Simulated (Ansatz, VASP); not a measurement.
# BaTe: VASP beside Ansatz

INCAR

```
SYSTEM = BaTe
PREC = Accurate
ENCUT = 520
EDIFF = 1E-7
ISMEAR = -1
SIGMA = 0.05
LREAL = .FALSE.
LASPH = .TRUE.
NELM = 60
ALGO = Normal
ISIF = 2
LWAVE = .FALSE.
LCHARG = .FALSE.
GGA = PE
NBANDS = 15
```

File KPOINTS:

```
regular mesh
0
G
  7 7 7
  0 0 0
```

Contents of POSCAR:

```
BaTe
1.0
    0.0000000000      3.4325834396      3.4325834396
    3.4325834396      0.0000000000      3.4325834396
    3.4325834396      3.4325834396      0.0000000000
Ba Te
1 1
Direct
    0.0000000000      0.0000000000      0.0000000000
    0.5000000000      0.5000000000      0.5000000000
```

File input.yaml:

```yaml
crystal:
  lattice:
    - [0.0, 3.4325834396, 3.4325834396]
    - [3.4325834396, 0.0, 3.4325834396]
    - [3.4325834396, 3.4325834396, 0.0]
  atoms:
    - { symbol: Ba, position: [0.0, 0.0, 0.0] }
    - { symbol: Te, position: [0.5, 0.5, 0.5] }
hamiltonian:
  xc: pbe
  pseudopotentials: { kind: paw }
kpoints:
  mp_grid: { grid: [7, 7, 7] }
scf:
  occupations: { method: fermi_dirac, width: 0.05 }
output:
  forces: true
  stress: true
  eigenvalues: true
  write_density: true
  write_potential: true
  elf: true
  volumetric_format: npy
```

Change from the starting cell: volume scaled by 1.02.

Alike in both runs: task single point; functional PBE; k mesh 7 × 7 × 7; occupations fermi-dirac, width 0.05 eV; no spin polarisation.

```csv
,VASP,Ansatz
version,VASP 6.6.1,Ansatz 0.2.0
potentials or method,"VASP PAW PBE potentials, release 64 (Ba_sv, Te)",Ansatz PAW
plane-wave cutoff (eV),520,420
valence electrons in the cell,16,26
```

```tsv
	VASP	Ansatz	Ansatz less VASP
gap on the k mesh at the Fermi level (eV)	1.43	1.53	+0.094
least direct gap on the mesh (eV)	1.81	1.87	+0.058
pressure (GPa)	3.4	3.0	-0.41
```

The two sets of potentials don't hold the same shells in valence.

Caveats: spin-orbit coupling is left out, which moves the levels of the heavy elements; an odd mesh through Γ misses points on the zone boundary, where band edges often lie (VASP); odd divisions of the mesh miss points on the zone boundary, where band edges often lie, so the gap on the mesh can be too wide (Ansatz).
